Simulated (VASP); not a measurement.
**AlN in VASP: how settings move the PBE single point**

Aim: see what changed inputs do to the PBE single point of AlN built on the rocksalt prototype, under -2.0 % equal strain in all directions. This is a trial cell built on a prototype, not taken from a measured structure, and it needn't be the compound's ground state.

Program: VASP 6.6.1. PAW datasets, plane waves. The calculation is spin-unpolarised, and the structure need not be a phase that has been made.

## 1. The system as given

The cell comes from an earlier relaxation with r2SCAN in another program.

Space group Fm-3m (No. 225), cubic; a = 3.957 Å in the conventional setting, 7.74 Å³ an atom. Al has 6 N at 1.98 Å; N has 6 Al at 1.98 Å.

Coordinates:

```xyz
2
Lattice="0.0000 1.9785 1.9785 1.9785 0.0000 1.9785 1.9785 1.9785 0.0000" Properties=species:S:1:pos:R:3 pbc="T T T"
Al    0.0000    0.0000    0.0000
N     1.9785    1.9785    1.9785
```

## 2. Baseline

Input file INCAR:

```
ENCUT = 520.000000
SIGMA = 0.020000
EDIFF = 1.00e-07
GGA = PE
PREC = Accurate
IBRION = -1
ISIF = 2
ISMEAR = -1
NBANDS = 11
NELM = 120
NSW = 0
LASPH = .TRUE.
LCHARG = .FALSE.
LWAVE = .FALSE.
LREAL = .FALSE.
```

Input file KPOINTS:

```
KPOINTS created by Atomic Simulation Environment
0
Gamma
10 10 10
0 0 0
```

Input file POSCAR:

```
Al N
 1.0000000000000000
     0.0000000000000000    1.9784910831000000    1.9784910831000000
     1.9784910831000000    0.0000000000000000    1.9784910831000000
     1.9784910831000000    1.9784910831000000    0.0000000000000000
 Al  N
   1   1
Cartesian
  0.0000000000000000  0.0000000000000000  0.0000000000000000
  1.9784910831000000  1.9784910831000000  1.9784910831000000
```

A file KPOINTS_OPT adds named points for the levels; it doesn't enter the self-consistent loop.

Potentials: the recommended PBE PAW datasets, 8 valence electrons.

Run with:

```bash
$ mpirun -np 1 vasp_std
```

## 3. Variant 1

Input file INCAR:

```
ENCUT = 520.000000
EDIFF = 1.00e-07
GGA = PE
PREC = Accurate
IBRION = -1
ISIF = 2
NELM = 120
NSW = 0
LASPH = .TRUE.
LCHARG = .FALSE.
LWAVE = .FALSE.
LREAL = .FALSE.
NELECT = 9
NBANDS = 6
ISMEAR = 1
SIGMA = 0.1
```

KPOINTS is that of step 2.

POSCAR is that of step 2.

## 4. Variant 2

Input file INCAR:

```
ENCUT = 520.000000
SIGMA = 0.020000
EDIFF = 1.00e-07
PREC = Accurate
IBRION = -1
ISIF = 2
ISMEAR = -1
NBANDS = 11
NSW = 0
LASPH = .TRUE.
LCHARG = .FALSE.
LWAVE = .FALSE.
LREAL = .FALSE.
GGA = RP
IMIX = 1
AMIX = 0.1
NELM = 81
```

KPOINTS is that of step 2.

POSCAR is that of step 2.

## 5. Variant 3

Input file INCAR:

```
SIGMA = 0.020000
EDIFF = 1.00e-07
GGA = PE
PREC = Accurate
IBRION = -1
ISIF = 2
ISMEAR = -1
NBANDS = 11
NSW = 0
LASPH = .TRUE.
LCHARG = .FALSE.
LWAVE = .FALSE.
LREAL = .FALSE.
NELM = 92
ENCUT = 35
```

KPOINTS is that of step 2.

POSCAR is that of step 2.

What does the calculation give? Wanted: for each run, changed; ending; energy change; pressure; electronic steps; usable.

The runs gave:

| run | changed | ending | energy change (meV/atom) | pressure (GPa) | gap on the mesh (eV; negative: overlap) | electronic steps | time | usable |
| --- | --- | --- | --- | --- | --- | --- | --- | --- |
| ref. | – | converged | 0 | 25.0 | 5.19 | 13 | 5.5 s | yes |
| 1 | NELECT = 9, NBANDS = 6, ISMEAR = 1, SIGMA = 0.1 | converged | – | 228.0 | – | 12 | 3.8 s | no |
| 2 | GGA = RP, IMIX = 1, AMIX = 0.1, NELM = 81 | converged | – | 29.7 | 5.19 | 68 | 27 s | yes |
| 3 | ENCUT = 35 | refused | – | – | – | – | 1.1 s | no |

What this shows: Of 3 altered inputs, 1 gave no result, 1 ended normally on a faulty or unsound input, 1 gave usable results.
